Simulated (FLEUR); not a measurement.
# Ge (Cmcm) in FLEUR: further runs

Runs on Ge. Level: r2SCAN. Tasks: single point.

Everything below comes from runs of FLEUR MaX-R8.1 (later development tree). Logs are shortened: lines on timing, memory, paths and dates and some standing lists are left out, and cuts for length are marked.

### Step 1. Starting point

It takes space group Cmcm (No. 63, orthorhombic). Conventional cell: a = 2.819 Å, b = 4.916 Å, c = 4.478 Å, α = 90.00°, β = 90.00°, γ = 90.00°. Around Ge (site symmetry m2m) lie 12 Ge at 2.77 to 2.83 Å.

This isn't the form of Ge at room conditions, which is diamond.

### Step 2. Single point, r2SCAN

inp.xml reads:

```xml
<?xml version="1.0" encoding="UTF-8" standalone="no"?>
<fleurInput fleurInputVersion="0.39">
   <comment>
      Ge                                                                                                  
   </comment>
   <calculationSetup>
      <cutoffs Kmax="4.17" Gmax="12.9" GmaxXC="12.9" numbands="0"/>
      <scfLoop itmax="80" minDistance="0.0001" maxIterBroyd="30" imix="Anderson" alpha="0.05" precondParam="0.0" spinf="2.0" sdNocoIR="T"/>
      <coreElectrons ctail="F" frcor="F" kcrel="0" coretail_lmax="0"/>
      <xcFunctional name="LibXC" relativisticCorrections="F">
         <LibXCName exchange="mgga_x_r2scan" correlation="mgga_c_r2scan"/>
         <AuxGGA exchange="117" correlation="130"/>
      </xcFunctional>
      <magnetism jspins="1"/>
      <soc l_soc="F" theta="0.0" phi="0.0" spav="F"/>
      <expertModes spex="0" secvar="F"/>
      <geometryOptimization l_f="F" forcealpha="1.0" forcemix="BFGS" epsdisp="0.00001" epsforce="0.00001"/>
      <ldaU l_linMix="F" mixParam="0.05" spinf="1.0"/>
   </calculationSetup>
   <cell>
      <bzIntegration valenceElectrons="44.0" mode="hist" fermiSmearingEnergy="0.00183747">
         <kPointListSelection listName="default-1"/>
         <!-- k-points included here -->
         <xi:include xmlns:xi="http://www.w3.org/2001/XInclude" href="kpts.xml"> </xi:include>
      </bzIntegration>
      <!-- symmetry operations included here -->
      <xi:include xmlns:xi="http://www.w3.org/2001/XInclude" href="sym.xml"> </xi:include>
      <bulkLattice scale="1.0">
         <bravaisMatrix>
            <row-1>    2.6637301116490435    -4.6446955806587402     0.0000000000000000</row-1>
            <row-2>    2.6637301116490435     4.6446955806587402     0.0000000000000000</row-2>
            <row-3>    0.0000000000000000     0.0000000000000000     8.4627630173208974</row-3>
         </bravaisMatrix>
      </bulkLattice>
   </cell>
   <atomSpecies>
      <species name="Germanium (Ge)" element="Ge" atomicNumber="32">
         <mtSphere radius="2.35" gridPoints="801" logIncrement="0.016"/>
         <atomicCutoffs lmax="10" lnonsphr="10"/>
         <electronConfig flipSpins="F">
            <coreConfig>(1s1/2) (2s1/2) (2p1/2) (2p3/2)</coreConfig>
            <valenceConfig>(3s1/2) (3p1/2) (3p3/2) (4s1/2) (3d3/2) (3d5/2) (4p1/2) (4p3/2)</valenceConfig>
            <stateOccupation state="(4p1/2)" spinUp="0.333333" spinDown="0.333333"/>
            <stateOccupation state="(4p3/2)" spinUp="0.666667" spinDown="0.666667"/>
         </electronConfig>
         <energyParameters s="4" p="4" d="3" f="4"/>
         <lo type="SCLO" l="0" n="3" eDeriv="0"/>
         <lo type="SCLO" l="1" n="3" eDeriv="0"/>
         <lo type="SCLO" l="1" n="3" eDeriv="1"/>
         <lo type="HELO" l="2" n="4" eDeriv="0"/>
         <lo type="HELO" l="2" n="4" eDeriv="1"/>
         <lo type="SCLO" l="3" n="4" eDeriv="2"/>
      </species>
   </atomSpecies>
   <atomGroups>
      <atomGroup species="Germanium (Ge)">
         <relPos label="                   1">.3334466300 -.3334466300 1.000/4.000</relPos>
         <relPos label="                   2">-.3334466300 .3334466300 -1.000/4.000</relPos>
         <force calculate="T" relaxXYZ="TTT"/>
      </atomGroup>
   </atomGroups>
   <output dos="F" band="F" slice="F">
      <checks vchk="F" cdinf="F"/>
      <bandDOS minEnergy="-.5*Htr" maxEnergy="0.5*Htr" sigma="0.015" storeEVData="T"/>
      <vacuumDOS vacdos="F" integ="F" star="F" nstars="0" locx1="0.0" locy1="0.0" locx2="0.0" locy2="0.0" nstm="0" tworkf="0.0"/>
      <unfoldingBand unfoldBand="F" supercellX="1" supercellY="1" supercellZ="1"/>
      <plotting iplot="0" polar="F">
         <plot TwoD="T" vec1="  1.0  0.0  0.0" vec2="  0.0  1.0  0.0" vec3="  0.0  0.0  1.0" zero="  0.0  0.0  0.0" file="plot"/>
      </plotting>
      <chargeDensitySlicing numkpt="0" minEigenval="0.0" maxEigenval="0.0" nnne="0" pallst="F"/>
      <specialOutput eonly="F"/>
      <moessbauerParams electricFieldGradient="T" isomerShift="T" coreHyperfine="T" valenceHyperfine="T"/>
      <magneticCircularDichroism mcd="F" energyLo="-10.0" energyUp="0.0"/>
   </output>
  <!-- We include the file relax.xml here to enable relaxations (see documentation) -->
  <xi:include xmlns:xi="http://www.w3.org/2001/XInclude" href="relax.xml"> <xi:fallback/> </xi:include>
</fleurInput>
```

crystal.txt reads:

```
Ge
&input cartesian=F /
1.4095852711  -2.4578670529  0.0000000000
1.4095852711  2.4578670529  0.0000000000
0.0000000000  0.0000000000  4.4783013301
1.8897261246
1.0 1.0 1.0

2
32 0.3334466300  0.6665533700  0.2500000000
32 0.6665533700  0.3334466300  0.7500000000

&kpt div1=10 div2=10 div3=6 gamma=T /
```

Potentials or basis: all-electron, FLAPW.

Command:

```sh
> inpgen -f crystal.txt -profile fastHighL
> # inp.xml edited to the form shown
> fleur_MPI
```

The log of the run:

```text
Welcome to FLEUR        (www.flapw.de)
      MaX-Release 8.1          (www.max-centre.eu)
 func_ids         498         497         498         497
 MetaGGA potential functional detected - V_tau will be computed
 Auxiliary Potential for radial basis: exchange=         117  correlation=         130
The functional 'Re-regularized SCAN exchange by Furness et al' is an exchange functional, it belongs to the 'MGGA' family and is defined in the reference(s):
[1] J. W. Furness, A. D. Kaplan, J. Ning, J. P. Perdew, and J. Sun.,  J. Phys. Chem. Lett. 11, 8208-8215 (2020)
[2] J. W. Furness, A. D. Kaplan, J. Ning, J. P. Perdew, and J. Sun.,  J. Phys. Chem. Lett. 11, 9248-9248 (2020)
The functional 'Re-regularized SCAN correlation by Furness et al' is a correlation functional, it belongs to the 'MGGA' family and is defined in the reference(s):
[1] J. W. Furness, A. D. Kaplan, J. Ning, J. P. Perdew, and J. Sun.,  J. Phys. Chem. Lett. 11, 8208-8215 (2020)
[2] J. W. Furness, A. D. Kaplan, J. Ning, J. P. Perdew, and J. Sun.,  J. Phys. Chem. Lett. 11, 9248-9248 (2020)
 Using same functional for VXC and EXC

 ========== k-point set info ==========
 Selected k-point list: default-1
 k-point list type: mesh
 10 x 10 x 6
 Number of k points: 124

 ------------Calculation Setup---------------------------
 Number of MPI-tasks      :            1
 Number of PE/node        :            1
 Number of OMP-threads    :            1
 Most efficient MPI parallelization for:
           1           2           4          31          62         124
 Additional eigenvalue parallelization possible
 Number of basis functions:          357
 Approximate size of matrices (H+S) per k-point:         0.002 GB
 --------------------------------------------------------
The functional 'Hammer, Hansen, and Norskov' is an exchange functional, it belongs to the 'GGA' family and is defined in the reference(s):
[1] B. Hammer, L. B. Hansen, and J. K. Nørskov.,  Phys. Rev. B 59, 7413 (1999)
The functional 'Perdew, Burke & Ernzerhof' is a correlation functional, it belongs to the 'GGA' family and is defined in the reference(s):
[1] J. P. Perdew, K. Burke, and M. Ernzerhof.,  Phys. Rev. Lett. 77, 3865 (1996)
[2] J. P. Perdew, K. Burke, and M. Ernzerhof.,  Phys. Rev. Lett. 78, 1396 (1997)
 Using same functional for VXC and EXC
 Using auxiliary GGA potential for the first iteration of MetaGGA calculation.
 Reset of history
 Reset of history
 Iteration:     1   Distance:      23.34407421 me/bohr^3
The functional 'Hammer, Hansen, and Norskov' is an exchange functional, it belongs to the 'GGA' family and is defined in the reference(s):
[1] B. Hammer, L. B. Hansen, and J. K. Nørskov.,  Phys. Rev. B 59, 7413 (1999)
The functional 'Perdew, Burke & Ernzerhof' is a correlation functional, it belongs to the 'GGA' family and is defined in the reference(s):
[1] J. P. Perdew, K. Burke, and M. Ernzerhof.,  Phys. Rev. Lett. 77, 3865 (1996)
[2] J. P. Perdew, K. Burke, and M. Ernzerhof.,  Phys. Rev. Lett. 78, 1396 (1997)
 Using same functional for VXC and EXC
 Iteration:     2   Distance:      22.39044403 me/bohr^3
The functional 'Hammer, Hansen, and Norskov' is an exchange functional, it belongs to the 'GGA' family and is defined in the reference(s):
[1] B. Hammer, L. B. Hansen, and J. K. Nørskov.,  Phys. Rev. B 59, 7413 (1999)
The functional 'Perdew, Burke & Ernzerhof' is a correlation functional, it belongs to the 'GGA' family and is defined in the reference(s):
[1] J. P. Perdew, K. Burke, and M. Ernzerhof.,  Phys. Rev. Lett. 77, 3865 (1996)
[2] J. P. Perdew, K. Burke, and M. Ernzerhof.,  Phys. Rev. Lett. 78, 1396 (1997)
 Using same functional for VXC and EXC
 Iteration:     3   Distance:      21.21882909 me/bohr^3
The functional 'Hammer, Hansen, and Norskov' is an exchange functional, it belongs to the 'GGA' family and is defined in the reference(s):
[1] B. Hammer, L. B. Hansen, and J. K. Nørskov.,  Phys. Rev. B 59, 7413 (1999)
The functional 'Perdew, Burke & Ernzerhof' is a correlation functional, it belongs to the 'GGA' family and is defined in the reference(s):
[1] J. P. Perdew, K. Burke, and M. Ernzerhof.,  Phys. Rev. Lett. 77, 3865 (1996)
[2] J. P. Perdew, K. Burke, and M. Ernzerhof.,  Phys. Rev. Lett. 78, 1396 (1997)
 Using same functional for VXC and EXC
 Iteration:     4   Distance:       3.12669550 me/bohr^3
The functional 'Hammer, Hansen, and Norskov' is an exchange functional, it belongs to the 'GGA' family and is defined in the reference(s):
[1] B. Hammer, L. B. Hansen, and J. K. Nørskov.,  Phys. Rev. B 59, 7413 (1999)
The functional 'Perdew, Burke & Ernzerhof' is a correlation functional, it belongs to the 'GGA' family and is defined in the reference(s):
[1] J. P. Perdew, K. Burke, and M. Ernzerhof.,  Phys. Rev. Lett. 77, 3865 (1996)
[2] J. P. Perdew, K. Burke, and M. Ernzerhof.,  Phys. Rev. Lett. 78, 1396 (1997)
 Using same functional for VXC and EXC
 Iteration:     5   Distance:       0.37072550 me/bohr^3
The functional 'Hammer, Hansen, and Norskov' is an exchange functional, it belongs to the 'GGA' family and is defined in the reference(s):
[1] B. Hammer, L. B. Hansen, and J. K. Nørskov.,  Phys. Rev. B 59, 7413 (1999)
The functional 'Perdew, Burke & Ernzerhof' is a correlation functional, it belongs to the 'GGA' family and is defined in the reference(s):
[1] J. P. Perdew, K. Burke, and M. Ernzerhof.,  Phys. Rev. Lett. 77, 3865 (1996)
[2] J. P. Perdew, K. Burke, and M. Ernzerhof.,  Phys. Rev. Lett. 78, 1396 (1997)
 Using same functional for VXC and EXC
 Iteration:     6   Distance:       0.28403482 me/bohr^3
The functional 'Hammer, Hansen, and Norskov' is an exchange functional, it belongs to the 'GGA' family and is defined in the reference(s):
[1] B. Hammer, L. B. Hansen, and J. K. Nørskov.,  Phys. Rev. B 59, 7413 (1999)
The functional 'Perdew, Burke & Ernzerhof' is a correlation functional, it belongs to the 'GGA' family and is defined in the reference(s):
[1] J. P. Perdew, K. Burke, and M. Ernzerhof.,  Phys. Rev. Lett. 77, 3865 (1996)
[2] J. P. Perdew, K. Burke, and M. Ernzerhof.,  Phys. Rev. Lett. 78, 1396 (1997)
 Using same functional for VXC and EXC
 Iteration:     7   Distance:       0.03319990 me/bohr^3
The functional 'Hammer, Hansen, and Norskov' is an exchange functional, it belongs to the 'GGA' family and is defined in the reference(s):
[1] B. Hammer, L. B. Hansen, and J. K. Nørskov.,  Phys. Rev. B 59, 7413 (1999)
The functional 'Perdew, Burke & Ernzerhof' is a correlation functional, it belongs to the 'GGA' family and is defined in the reference(s):
[1] J. P. Perdew, K. Burke, and M. Ernzerhof.,  Phys. Rev. Lett. 77, 3865 (1996)
[2] J. P. Perdew, K. Burke, and M. Ernzerhof.,  Phys. Rev. Lett. 78, 1396 (1997)
 Using same functional for VXC and EXC
 Iteration:     8   Distance:       0.03567043 me/bohr^3
The functional 'Hammer, Hansen, and Norskov' is an exchange functional, it belongs to the 'GGA' family and is defined in the reference(s):
[1] B. Hammer, L. B. Hansen, and J. K. Nørskov.,  Phys. Rev. B 59, 7413 (1999)
The functional 'Perdew, Burke & Ernzerhof' is a correlation functional, it belongs to the 'GGA' family and is defined in the reference(s):
[1] J. P. Perdew, K. Burke, and M. Ernzerhof.,  Phys. Rev. Lett. 77, 3865 (1996)
[2] J. P. Perdew, K. Burke, and M. Ernzerhof.,  Phys. Rev. Lett. 78, 1396 (1997)
 Using same functional for VXC and EXC
 Iteration:     9   Distance:       0.00419312 me/bohr^3
The functional 'Hammer, Hansen, and Norskov' is an exchange functional, it belongs to the 'GGA' family and is defined in the reference(s):
[1] B. Hammer, L. B. Hansen, and J. K. Nørskov.,  Phys. Rev. B 59, 7413 (1999)
The functional 'Perdew, Burke & Ernzerhof' is a correlation functional, it belongs to the 'GGA' family and is defined in the reference(s):
[1] J. P. Perdew, K. Burke, and M. Ernzerhof.,  Phys. Rev. Lett. 77, 3865 (1996)
[2] J. P. Perdew, K. Burke, and M. Ernzerhof.,  Phys. Rev. Lett. 78, 1396 (1997)
 Using same functional for VXC and EXC
 Iteration:    10   Distance:       0.00061998 me/bohr^3
The functional 'Hammer, Hansen, and Norskov' is an exchange functional, it belongs to the 'GGA' family and is defined in the reference(s):
[1] B. Hammer, L. B. Hansen, and J. K. Nørskov.,  Phys. Rev. B 59, 7413 (1999)
The functional 'Perdew, Burke & Ernzerhof' is a correlation functional, it belongs to the 'GGA' family and is defined in the reference(s):
[1] J. P. Perdew, K. Burke, and M. Ernzerhof.,  Phys. Rev. Lett. 77, 3865 (1996)
[2] J. P. Perdew, K. Burke, and M. Ernzerhof.,  Phys. Rev. Lett. 78, 1396 (1997)
 Using same functional for VXC and EXC
 Iteration:    11   Distance:       0.00059489 me/bohr^3
The functional 'Hammer, Hansen, and Norskov' is an exchange functional, it belongs to the 'GGA' family and is defined in the reference(s):
[1] B. Hammer, L. B. Hansen, and J. K. Nørskov.,  Phys. Rev. B 59, 7413 (1999)
The functional 'Perdew, Burke & Ernzerhof' is a correlation functional, it belongs to the 'GGA' family and is defined in the reference(s):
[1] J. P. Perdew, K. Burke, and M. Ernzerhof.,  Phys. Rev. Lett. 77, 3865 (1996)
[2] J. P. Perdew, K. Burke, and M. Ernzerhof.,  Phys. Rev. Lett. 78, 1396 (1997)
 Using same functional for VXC and EXC
 Iteration:    12   Distance:       0.00013290 me/bohr^3
The functional 'Hammer, Hansen, and Norskov' is an exchange functional, it belongs to the 'GGA' family and is defined in the reference(s):
[1] B. Hammer, L. B. Hansen, and J. K. Nørskov.,  Phys. Rev. B 59, 7413 (1999)
The functional 'Perdew, Burke & Ernzerhof' is a correlation functional, it belongs to the 'GGA' family and is defined in the reference(s):
[1] J. P. Perdew, K. Burke, and M. Ernzerhof.,  Phys. Rev. Lett. 77, 3865 (1996)
[2] J. P. Perdew, K. Burke, and M. Ernzerhof.,  Phys. Rev. Lett. 78, 1396 (1997)
 Using same functional for VXC and EXC
 Iteration:    13   Distance:       0.00002547 me/bohr^3

 ********************************************************************
 Run finished successfully
 Stop message:
   all done
 ********************************************************************
```

Wall time 98 s (1 thread of Arm Neoverse V2, shared host); peak memory 0.1 GiB.

What came out:

```
Free energy                                           : -114246.9209 eV
Band gap on the k mesh                                : none (metal or under the smearing width)
Valence electrons inside the program's atomic spheres : Ge 20.45 (radii Ge 2.35 bohr)
```

Core levels (eV from the Fermi level):
```tsv
atom	levels
1 Ge	1s1/2 -10953.9, 2s1/2 -1366.2, 2p1/2 -1214.3, 2p3/2 -1182.4
2 Ge	1s1/2 -10953.9, 2s1/2 -1366.2, 2p1/2 -1214.3, 2p3/2 -1182.4
```

Caveat: the meta-GGA is that of a development version, with a GGA for the radial functions and cores and without core tails.

### Step 3. Single point, r2SCAN

This run uses another cell than the first one, of 14.60 Å³/atom, 0.941 times its volume.

inp.xml: that of step 2 with these lines changed.

```diff
@@ -29,5 +29,5 @@
          <bravaisMatrix>
-            <row-1>    2.6637301116490435    -4.6446955806587402     0.0000000000000000</row-1>
-            <row-2>    2.6637301116490435     4.6446955806587402     0.0000000000000000</row-2>
-            <row-3>    0.0000000000000000     0.0000000000000000     8.4627630173208974</row-3>
+            <row-1>    2.6104411520744319    -4.5517766344414161     0.0000000000000000</row-1>
+            <row-2>    2.6104411520744319     4.5517766344414161     0.0000000000000000</row-2>
+            <row-3>    0.0000000000000000     0.0000000000000000     8.2934621431470088</row-3>
          </bravaisMatrix>
@@ -37,3 +37,3 @@
       <species name="Germanium (Ge)" element="Ge" atomicNumber="32">
-         <mtSphere radius="2.35" gridPoints="801" logIncrement="0.016"/>
+         <mtSphere radius="2.35" gridPoints="787" logIncrement="0.016"/>
          <atomicCutoffs lmax="10" lnonsphr="10"/>
```

crystal.txt reads:

```
Ge
&input cartesian=F /
1.3813859681  -2.4086964641  0.0000000000
1.3813859681  2.4086964641  0.0000000000
0.0000000000  0.0000000000  4.3887111657
1.8897261246
1.0 1.0 1.0

2
32 0.3334466300  0.6665533700  0.2500000000
32 0.6665533700  0.3334466300  0.7500000000

&kpt div1=10 div2=10 div3=6 gamma=T /
```

Potentials or basis: all-electron, FLAPW.

Command:

```sh
> inpgen -f crystal.txt -profile fastHighL
> # inp.xml edited to the form shown
> fleur_MPI
```

Wall time 91 s (1 thread of Arm Neoverse V2, shared host); peak memory 0.1 GiB.

It converged, with:

```
Free energy                                           : -114246.6395 eV
Band gap on the k mesh                                : none (metal or under the smearing width)
Valence electrons inside the program's atomic spheres : Ge 20.52 (radii Ge 2.35 bohr)
```

Levels at points of the mesh, in eV from the Fermi level:
```csv
k point,band 20,band 21,band 22,band 23,band 24,band 25
"(0.00, 0.00, 0.00)",-8.25,-7.44,8.65,8.81,11.19,11.36
"(0.00, 0.00, 0.50)",-14.23,2.53,2.53,10.26,10.26,10.41
"(0.00, 0.50, 0.00)",-8.70,-1.57,-1.52,-1.49,1.28,2.94
"(0.00, 0.50, 0.50)",-7.73,-6.54,-6.54,5.12,5.12,6.85
"(0.50, 0.50, 0.00)",-8.75,-1.65,-1.58,-1.56,1.24,3.14
"(0.50, 0.50, 0.50)",-7.82,-6.58,-6.58,5.32,5.32,6.87
```

Core levels (eV from the Fermi level):
| atom | levels |
| --- | --- |
| 1 Ge | 1s1/2 -10953.9, 2s1/2 -1366.2, 2p1/2 -1214.3, 2p3/2 -1182.5 |
| 2 Ge | 1s1/2 -10953.9, 2s1/2 -1366.2, 2p1/2 -1214.3, 2p3/2 -1182.5 |

Caveat: the meta-GGA is that of a development version, with a GGA for the radial functions and cores and without core tails.
